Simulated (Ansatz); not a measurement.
This script for Ansatz 0.2.0, Python API starts 4 runs on KNbO3, space group Pm-3m. What input does the engine get in each?

`run_plus_u.py`
```python
"""How the states of KNbO3 follow the Hubbard U."""

import ansatz
import numpy as np
from tabulate import tabulate

OCCUPATIONS = "fixed"


def count_gap(report):
    # lowest empty less highest filled band, counting bands; zero where they overlap
    return max(report.get("gap_by_band_count_ev") or 0.0, 0.0)


def main() -> None:
    vectors = np.array([
        [4.029183, 0.0, 0.0],
        [0.0, 4.029183, 0.0],
        [0.0, 0.0, 4.029183],
    ])
    xtal = (
        ansatz.Lattice.of(vectors)
        .atom("K", (0.0, 0.0, 0.0))
        .atom("Nb", (0.5, 0.5, 0.5))
        .atom("O", (0.0, 0.5, 0.5))
        .atom("O", (0.5, 0.0, 0.5))
        .atom("O", (0.5, 0.5, 0.0))
    )

    calculation = xtal.calculation().functional(ansatz.Functional.PBESOL).kpoints(6).occupations(OCCUPATIONS).band_table()
    rows = []
    for u in [1.0, 3.0, 5.0, 7.0]:
        rep = calculation.hubbard("Nb", "d", u_eff=u).run(threads=1).report
        shell = rep["hubbard"]["n_scf"]
        rows.append((u, count_gap(rep), sum(shell) / len(shell), rep["n_iterations"]))
    print(tabulate(rows, headers=["U_eff eV", "gap by band count eV", "Nb d occupation (projector)", "iterations"], floatfmt=".4f", tablefmt="github"))
    print("eigenvalues of the first occupation matrix at the last U, by spin:")
    for channel in rep["hubbard"]["n_eig"][0]:
        print("  ", " ".join(f"{n:.3f}" for n in channel))


if __name__ == "__main__":
    main()
```

Run 1:
```yaml
crystal:
  lattice:
    - [4.029183, 0.0, 0.0]
    - [0.0, 4.029183, 0.0]
    - [0.0, 0.0, 4.029183]
  atoms:
    - { symbol: K, position: [0.0, 0.0, 0.0] }
    - { symbol: Nb, position: [0.5, 0.5, 0.5] }
    - { symbol: O, position: [0.0, 0.5, 0.5] }
    - { symbol: O, position: [0.5, 0.0, 0.5] }
    - { symbol: O, position: [0.5, 0.5, 0.0] }
kpoints:
  mp_grid:
    grid: [6, 6, 6]
hamiltonian:
  xc: pbesol
  hubbard:
    - { species: Nb, l: d, u_eff: 1.0 }
scf:
  occupations:
    method: fixed
output:
  eigenvalues: true
```

Run 2, against run 1:
```diff
-    - { species: Nb, l: d, u_eff: 1.0 }
+    - { species: Nb, l: d, u_eff: 3.0 }
```

Run 3, against run 1:
```diff
-    - { species: Nb, l: d, u_eff: 1.0 }
+    - { species: Nb, l: d, u_eff: 5.0 }
```

Run 4, against run 1:
```diff
-    - { species: Nb, l: d, u_eff: 1.0 }
+    - { species: Nb, l: d, u_eff: 7.0 }
```

```console
$ python run_plus_u.py
DeckWarning: basis.ecutwfc = 420 eV, auto-derived from the records' recommended cutoffs: set by K (normal level)
|   U_eff eV |   gap by band count eV |   Nb d occupation (projector) |   iterations |
|------------|------------------------|-------------------------------|--------------|
|     1.0000 |                 1.5512 |                        3.1415 |            9 |
|     3.0000 |                 1.7408 |                        3.0606 |            9 |
|     5.0000 |                 1.9636 |                        2.9721 |            9 |
|     7.0000 |                 2.2289 |                        2.8753 |            9 |
eigenvalues of the first occupation matrix at the last U, by spin:
   0.250 0.250 0.250 0.344 0.344
```
(Warnings from the package without file and line.)

From U = 1 to 7 eV the gap on the mesh goes from 1.55 eV to 2.23 eV.

Caveats:
- Spin is left out of this run.
- Semilocal gaps usually lie well under measured ones.
- The Fermi level of a run with fixed occupations marks the highest occupied state on its mesh, not mid-gap.
- This is a high-temperature or high-pressure form, not the ambient phase.
- The structure comes from a database of computed cells and needn't be a stable or known phase.
- Levels are Kohn-Sham eigenvalues on this mesh, without spin-orbit coupling.
- Shell occupations and the effect of U depend on the projectors; a run with no .spin step is spin-unpolarised, and each U may end in a state that isn't the lowest.
- It ran for 12 s on 1 thread of Arm Neoverse V1, with other jobs on the host, peak memory 0.41 GiB.

(A comment or docstring line of the script was reworded after the run, the code is as it ran.)
